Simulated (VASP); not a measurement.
# CdS (Hawleyite) (F-43m) in VASP: notebook, part 3 of 3

VASP 6.6.1.

## 6. G0W0 quasiparticle levels, PBE

POSCAR

```
CdS
1.0
    0.0000000000      2.9165000000      2.9165000000
    2.9165000000      0.0000000000      2.9165000000
    2.9165000000      2.9165000000      0.0000000000
Cd S
1 1
Direct
    0.0000000000      0.0000000000      0.0000000000
    0.7500000000      0.7500000000      0.7500000000
```

INCAR.step1

```
ALGO = Fast ; EDIFF = 1E-8
ENCUT = 450 ; GGA = PE
ISMEAR = 0 ; LASPH = True
LCHARG = False ; LREAL = False
LWAVE = True ; NELM = 100
PREC = Accurate ; SIGMA = 0.01
```

INCAR.step2

```
ALGO = Exact ; EDIFF = 1E-8
ENCUT = 450 ; GGA = PE
ISMEAR = 0 ; ISTART = 1
LASPH = True ; LCHARG = False
LOPTICS = True ; LREAL = False
LWAVE = True ; NBANDS = 207
NELM = 1 ; PREC = Accurate
SIGMA = 0.01
```

INCAR.step3

```
ALGO = EVGW0 ; EDIFF = 1E-8
ENCUT = 450 ; ENCUTGW = 260
GGA = PE ; ISMEAR = 0
ISTART = 1 ; LASPH = True
LCHARG = False ; LREAL = False
LWAVE = False ; NBANDS = 207
NBANDSGW = 17 ; NELMGW = 1
NOMEGA = 48 ; PREC = Accurate
PRECFOCK = Fast ; SIGMA = 0.01
```

KPOINTS

```
k-points
0
Gamma
  3 3 3
```

Potentials or basis: VASP PAW PBE potentials, release 64 (Cd_GW, S_GW).

Started as:

```bash
> cat potpaw_PBE.64/Cd_GW/POTCAR potpaw_PBE.64/S_GW/POTCAR > POTCAR
> cp INCAR.step1 INCAR
> mpirun -np 1 vasp_std > vasp.out
> cp INCAR.step2 INCAR
> mpirun -np 1 vasp_std > vasp.out
> cp INCAR.step3 INCAR
> mpirun -np 1 vasp_std > vasp.out
```

OUTCAR:

```text
EDIFF = 1E-8
   ENCUT = 450
   ENCUTGW = 260
   GGA = PE
   ISMEAR = 0
   ISTART = 1
   LASPH = True
   LREAL = False
   NELMGW = 1
   PREC = Accurate
   PRECFOCK = Fast

 Found      4 irreducible k-points:

 Following reciprocal coordinates:
            Coordinates               Weight
  0.000000  0.000000  0.000000      1.000000
  0.333333  0.000000  0.000000      8.000000
  0.333333  0.333333  0.000000      6.000000
 -0.333333  0.333333  0.000000     12.000000
   k-points           NKPTS =      4   k-points in BZ     NKDIM =     27   number of bands    NBANDS=    207
   number of dos      NEDOS =    301   number of ions     NIONS =      2
   total plane-waves  NPLWV =  27000
   dimension x,y,z NGX =    30 NGY =   30 NGZ =   30
   dimension x,y,z NGXF=    60 NGYF=   60 NGZF=   60
   ions per type =               1   1
   NGX,Y,Z   is equivalent  to a cutoff of  12.09, 12.09, 12.09 a.u.
   NGXF,Y,Z  is equivalent  to a cutoff of  24.18, 24.18, 24.18 a.u.
 SYSTEM =  unknown system
   PREC   = accura    normal or accurate (medium, high low for compatibility)
   ISTART =      1    job   : 0-new  1-cont  2-samecut
   ICHARG =      0    charge: 1-file 2-atom 10-const
   ISPIN  =      1    spin polarized calculation?
   LNONCOLLINEAR =      F non collinear calculations
   LSORBIT =      F    spin-orbit coupling
   LASPH  =      T    aspherical Exc in radial PAW
   ENCUT  =  450.0 eV  33.07 Ry    5.75 a.u.   7.13  7.13  7.13*2*pi/ulx,y,z
   NELM   =     60;   NELMIN=  2; NELMDL=  0     # of ELM steps
   EDIFF  = 0.1E-07   stopping-criterion for ELM
   LREAL  =      F    real-space projection
   EDIFFG = 0.1E-06   stopping-criterion for IOM
   NSW    =      0    number of steps for IOM
   IBRION =     -1    ionic relax: 0-MD 1-quasi-New 2-CG
   NFREE  =      0    steps in history (QN), initial steepest desc. (CG)
   ISIF   =      0    stress and relaxation
   ISYM   =      3    0-nonsym 1-usesym 2-fastsym
   POTIM  = 0.5000    time-step for ionic-motion
   TEBEG  =    0.0;   TEEND  =   0.0 temperature during run
   PSTRESS=    0.0 pullay stress
   NELECT =      18.0000    total number of electrons
   NUPDOWN=      -1.0000    fix difference up-down
   EMIN   =  10.00;   EMAX   =-10.00  energy-range for DOS
   EFERMI =   0.00;   METHOD = LEGACY
   ISMEAR =     0;   SIGMA  =   0.01  broadening in eV -4-tet -1-fermi 0-gaus
   EFERMI_NEDOS =   21; number of points for ismear=-14 and -15
   IALGO  =     38    algorithm
   IMIX   =      4    mixing-type and parameters
     AMIX     =   0.40;   BMIX     =  1.00
     AMIX_MAG =   1.60;   BMIX_MAG =  1.00
  volume/ion in A,a.u.               =      24.81       167.41
  Fermi-wavevector in a.u.,A,eV,Ry     =   1.167599  2.206442 18.548649  1.363287
  Thomas-Fermi vector in A             =   2.304097
   LORBIT       =      0    0 simple, 1 ext, 2 COOP (PROOUT), +10 PAW based schemes
   GGA     = PE    functional components
   LHFCALC =     T    Hartree Fock is set to
   PRECFOCK=fast      Normal, Fast or Accurate (Low or Medium for compatibility)
   ENCUT4O =  -1.0   cutoff for four orbital integrals eV
   NKREDX  =     1    reduce k-point grid by
   NKREDY  =     1    reduce k-point grid by
   NKREDZ  =     1    reduce k-point grid by
   AEXX    =    1.0000 exact exchange contribution
   HFSCREEN=    0.0000 screening length (either q_TF or 0.3 A-1)
   HFSCREENC=   0.0000 screening length for correlation (either q_TF or 0.3 A-1)
   ENCUTFOCK=  -1.0 apply spherical cutoff to Coloumb kernel
   IVDW    =     0    specifies the selected vdW correction
   LEPSILON=     F    determine dielectric tensor
   LRPA    =     F    only Hartree local field effects (RPA)
   LRPAFORCE           =     F    calculate RPA forces
   ENCUTGW             = 260.0    cutoff for response function in eV
   ENCUTGWSOFT         = 208.0    soft cutoff for Coulomb kernel in GW response function in eV
   ENCUTLF             =  -1.0    cutoff for local field effects
   NELMGW              =     1    number of iterations in solving QP/BSE equation
   NELMHF              =     1    number of iterations in the inner HF iteration
   NKREDLFX            =     1    NKREDLFY  =   1   NKREDLFZ  =   1
 non-spin polarized calculation
 Gauss-broadening in eV      SIGMA  =   0.01
  energy-cutoff  :      450.00
  volume of cell :       49.62
 maximum number of plane-waves:      1089
 NGX is ok and might be reduce to    30
  NGX = 16; NGY = 16; NGZ = 16
   NGX = 15   NGY = 15   NGZ = 15
 maximum number of plane-waves:       474

 QP shifts <psi_nk| G(iteration)W_0 |psi_nk>: iteration 1
 for sc-GW calculations column KS-energies equals QP-energies in previous step
 and V_xc(KS)=  KS-energies - (<T + V_ion + V_H > + <T+V_H+V_ion>^1  + <V_x>^1)

 k-point   1 :       0.0000    0.0000    0.0000
  band No.  KS-energies  QP-energies   sigma(KS)   V_xc(KS)     V^pw_x(r,r')   Z            occupation Imag(sigma)

      1      -9.6269     -10.1404     -13.8052     -12.9919     -20.9027       0.6314       2.0000       1.0545
      2      -5.0685      -6.8877     -17.8148     -15.1711     -22.9361       0.6882       2.0000       0.2988
      3      -5.0685      -6.8877     -17.8148     -15.1711     -22.9361       0.6882       2.0000       0.2988
      4      -5.0685      -6.8877     -17.8148     -15.1711     -22.9361       0.6882       2.0000       0.2988
      5      -4.5977      -6.5354     -18.2764     -15.4965     -23.2435       0.6970       2.0000       0.2577
      6      -4.5977      -6.5354     -18.2764     -15.4965     -23.2435       0.6970       2.0000       0.2577
[... 9 lines left out ...]
     16      14.1407      13.9582      -8.1358      -7.8901      -2.3983       0.7427       0.0000      -0.3437
     17      15.9596      15.7564      -7.4874      -7.2158      -2.1079       0.7484       0.0000      -0.4458
[... 46 lines left out ...]
      1      -9.0987      -9.6857     -14.6529     -13.7259     -21.5520       0.6331       2.0000       0.9191
      2      -4.8900      -6.7488     -17.8815     -15.2039     -22.9342       0.6942       2.0000       0.2933
      3      -4.8170      -6.6855     -18.1048     -15.4169     -23.1912       0.6952       2.0000       0.2951
      4      -4.6469      -6.5774     -18.1863     -15.4192     -23.1758       0.6977       2.0000       0.2691
      5      -4.5751      -6.5189     -18.2869     -15.5087     -23.2673       0.6997       2.0000       0.2605
      6      -4.0335      -5.8298     -18.1731     -15.5959     -23.1416       0.6970       2.0000       0.2953
[... 9 lines left out ...]
     16      17.1131      17.3259      -9.8720     -10.1620      -3.8311       0.7340       0.0000      -0.5241
     17      17.7266      18.0514     -10.5832     -11.0243      -4.1776       0.7364       0.0000      -0.6910
```

OUTCAR.step1:

```text
EDIFF = 1E-8
   ENCUT = 450
   GGA = PE
   ISMEAR = 0
   LASPH = True
[... 172 lines left out ...]
 -----------------------------------------------------------------------------------
      0.00000      0.00000      0.00000        -0.000000      0.000000      0.000000
      4.37475      4.37475      4.37475         0.000000     -0.000000     -0.000000
 -----------------------------------------------------------------------------------
    total drift:                               -0.000000     -0.000000     -0.000000

  FREE ENERGIE OF THE ION-ELECTRON SYSTEM (eV)
  ---------------------------------------------------
  free  energy   TOTEN  =        -6.0051048219 eV

  energy  without entropy=       -6.0051048219  energy(sigma->0) =       -6.00510482
```

OUTCAR.step2:

```text
EDIFF = 1E-8
   ENCUT = 450
   GGA = PE
   ISMEAR = 0
[... 538 lines left out ...]
  --------------------------------------------------------------------------------------------------------------
     0.00000    19.11014    19.11014    19.11014     0.00000     0.00000    -0.00000
     1.86130     2.31984     2.31984     2.31984     0.00000     0.00000    -0.00000
     3.72261   -13.79279   -13.79279   -13.79279     0.00000    -0.00000    -0.00000
     5.58391    14.23559    14.23559    14.23559     0.00000     0.00000    -0.00000
     7.44521     6.54979     6.54979     6.54979    -0.00000    -0.00000     0.00000
     9.30651    -0.60431    -0.60431    -0.60431     0.00000    -0.00000     0.00000
[... 92 lines left out ...]
   182.40769     0.97955     0.97955     0.97955    -0.00000    -0.00000     0.00000
   184.26899     0.98000     0.98000     0.98000    -0.00000    -0.00000     0.00000
```

Run time: 3.1 min. Hardware: 1 thread of AMD EPYC 7R13 (Zen 3), shared host; peak memory 0.56 GiB.

The run converged, but some of its settings lie outside the range that counts as converged, so its numbers aren't taken as properties of the crystal.

Results:

* Band gap on the k mesh, mean-field level: 1.10 eV, direct
* Quasiparticle gap: 1.85 eV
* Least direct quasiparticle gap: 1.85 eV

Caveat: the k mesh is coarse (spacing up to 0.62 Å⁻¹), so the values aren't converged; bands, screening cutoff and mesh are small and nothing is extrapolated, so the quasiparticle values aren't converged.
